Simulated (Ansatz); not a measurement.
The cell comes from COD entry 1540841, which wasn't checked; take it as a given geometry. The listed cell was then made from it by scaling, straining or moving an atom.

An input for InSe: DFT, PBE, all-electron PAW with datasets made for the crystal, scalar-relativistic (Ansatz 0.2.0).

Command: `ansatz run input.yaml --threads 1 --pin off --max-ram 4096MiB --backend cpu --events-out ev --progress --plain --runs-dir out` The run took 21 s on 1 thread of Intel(R) Xeon(R) Platinum 8488C (Sapphire Rapids) (shared host), peak memory 0.88 GiB.

```yaml
crystal:
  lattice:
    - [5.7481159493, -2.0130494534, 0.0]
    - [5.7481159493, 2.0130494534, 0.0]
    - [-1.5667653981, 0.0, 4.2353937546]
  atoms:
    - { symbol: In, position: [0.884, 0.884, 0.005] }
    - { symbol: In, position: [0.116, 0.116, 0.995] }
    - { symbol: Se, position: [0.66, 0.66, 0.642] }
    - { symbol: Se, position: [0.34, 0.34, 0.358] }
kpoints:
  mp_grid: { grid: [7, 7, 6] }
scf:
  occupations: { method: fermi_dirac, width: 0.02 }
hamiltonian:
  xc: pbe
  pseudopotentials: { kind: all_electron, datasets: crystal }
output:
  forces: true
  stress: true
  eigenvalues: true
  efg: { contact_densities: true }
```

The results part of the log:

```
SCF 1 converged in 9 iterations: F = -452344.846919 eV  dr2 = 1.38e-8
  Residual-converged pass: ⟨swp⟩=3.3  Hψ=4314  notcnv=0  max |occ|·‖R‖ = 6.5e-6 eV (tolerance 6.7e-6 eV)  dr2=1.40e-8  dr2_onsite=8.28e-9  max |Δocc| = 3.1e-17
  greatest PAW one-centre occupation: 0.979 electrons in one spin orbital (limit 2), on the In atom at site 0 (counted from 0), in its partial waves of l = 2
SCF converged after 9 iterations
Free energy (F): -452344.846919 eV
Harris-Foulkes:  -452344.846919 eV  (|F-HF|=3.49e-9)
Internal energy: -452344.846919 eV  (E = F + TS)
E sigma→0 (E₀):  -452344.846919 eV
Past the cutoff: the bands carry plane waves up to 1.75 times it, of which those up to 1.5 times it add -0.000300 eV an atom, each by itself; the spheres take 0.000393 eV an atom off the energy for waves past 1.75 times it
By the cutoff:   a pressure is off by up to 0.008 GPa (1.2 times the spheres' own share and the shells' term, over an atom's volume, and 0.004 GPa: a bound that held against runs at twice the plane waves)
Past the cutoffs: a stress includes 0.0028 GPa for waves and charges beyond them, in addition to the slope of what the spheres take
In the spheres:  the bands' charges fall short by 3.8e-8 e at most (sound up to 1e-3), those of shells solved beside the bands by 5.0e-8 e (sound up to 5e-4)
Fermi energy:    12.033721 eV
--- Per-component energies (eV) ---
  The terms above E_closure are by the made datasets' own strengths, without shells solved beside the bands.
--- Forces (eV/Å), atoms counted from 1 ---
  atom   1  In     0.14275468    -0.00000000     0.58344496
  atom   2  In    -0.14275468     0.00000000    -0.58344496
  atom   3  Se    -0.96670990     0.00000000    -0.61502592
  atom   4  Se     0.96670990    -0.00000000     0.61502592
  max |Σ_I F_I| component: 0.00e0 eV/Å
--- Stress (GPa, compression-positive) ---
       11.280571      -0.000000       3.219072
       -0.000000       5.084832      -0.000000
        3.219072      -0.000000       6.173998
  P = ⅓ Tr σ = 7.5131 GPa (75.131 kbar)
  It holds what live shells' own plane waves past their cutoff add
--- PAW observables at the nuclei: V_zz in 10²¹ V/m², potentials from the cell's mean, atoms counted from 1 ---
  atom   1  In V_zz =   -19.538540   η = 0.0639   by run symmetry: allowed
            electrostatic potential = -7938.457596 V   contact ρ = 1132967.673942 e/Å³
  atom   2  In V_zz =   -19.538540   η = 0.0639   by run symmetry: allowed
            electrostatic potential = -7938.457596 V   contact ρ = 1132967.673942 e/Å³
  atom   3  Se V_zz =    +7.052235   η = 0.3758   by run symmetry: allowed
            electrostatic potential = -4712.589392 V   contact ρ = 262956.240931 e/Å³
  atom   4  Se V_zz =    +7.052235   η = 0.3758   by run symmetry: allowed
            electrostatic potential = -4712.589392 V   contact ρ = 262956.240931 e/Å³
--- Band table (eV; the first three rows and the last of 88) ---
  k-point 0: bands = ["-3.4350", "-3.3680", "-3.0058", "-2.9830", "-2.9278", "-2.9206", "-2.8966", "-2.8457", "-2.8025", "-2.6353", "-2.3528", "-0.0516", "6.6177", "7.2019", "7.3182", "8.4492", "8.9814", "9.5317", "10.2086", "14.5364"]
  k-point 1: bands = ["-3.4433", "-3.3694", "-3.0068", "-2.9719", "-2.9291", "-2.9252", "-2.8984", "-2.8268", "-2.8017", "-2.6357", "-2.2146", "-0.2068", "6.0264", "6.8681", "7.4061", "9.0087", "9.1043", "10.2782", "10.3506", "14.0540"]
  k-point 2: bands = ["-3.4539", "-3.3722", "-3.0091", "-2.9590", "-2.9332", "-2.9258", "-2.9030", "-2.8030", "-2.8003", "-2.6348", "-1.8164", "-0.6289", "5.2379", "6.2214", "8.2013", "9.4371", "9.9202", "10.3221", "11.0225", "13.0747"]
  k-point 87: bands = ["-3.4916", "-3.1766", "-3.1530", "-3.0911", "-2.9978", "-2.8951", "-2.8893", "-2.8518", "-2.7176", "-2.6063", "-1.4486", "-0.6289", "4.8821", "5.8127", "8.2690", "8.7211", "10.0432", "10.1252", "11.2020", "13.5217"]
```
